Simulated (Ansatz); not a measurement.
Runs of Ansatz 0.2.0 on Sn. It takes space group Fd-3m (No. 227, cubic). The conventional cell has a = 6.467 Å, b = 6.467 Å, c = 6.467 Å, α = 90.00°, β = 90.00°, γ = 90.00°. Around Sn (site symmetry -43m) lie 4 Sn at 2.80 Å. This isn't the form of Sn at room conditions, which is tetragonal (white tin).

```tsv
task	level	potentials or basis	spin	cell	k mesh	cutoff (eV)	smearing	gap on the mesh (eV)	pressure (GPa)
band structure	LDA	all-electron LAPW, relativistic spinors	SOC, no magnetisation	as given	5 × 5 × 5	257	fermi-dirac 0.05 eV	-	0.3
band structure	BLYP	all-electron LAPW, scalar-relativistic	off	as given	7 × 7 × 7	257	fermi-dirac 0.05 eV	-	(a)
elastic constants	PBEsol	all-electron LAPW, scalar-relativistic	off	as given	5 × 5 × 5	277	fermi-dirac 0.05 eV	none	1.8
single point	RPBE	all-electron LAPW, scalar-relativistic	off	the cell as VASP's run set it	7 × 7 × 7	257	gaussian 0.1 eV	none	5.2
band structure	RPBE	all-electron LAPW, scalar-relativistic	off	as given	7 × 7 × 7	257	fermi-dirac 0.05 eV	-	5.2
```

Alike in all rows: basis error allowed 0.001 eV/atom.

Question: Fill in the values left out.

Answer: (a) 6.5.

Caveats: the k mesh is thin for a metal, which can move the energy by tens of meV per atom (some runs); spin-orbit coupling is left out, which moves the levels of the heavy elements (some runs); a metal's response needs a denser mesh (some runs); elastic constants of metals need much finer meshes, so these are rough (some runs).

A k mesh can miss the band edges, and rows without SOC leave out spin-orbit coupling on Sn.

A gap of «none» marks a metal or a gap under the smearing width.

Runs at the PBE level aren't shown here.
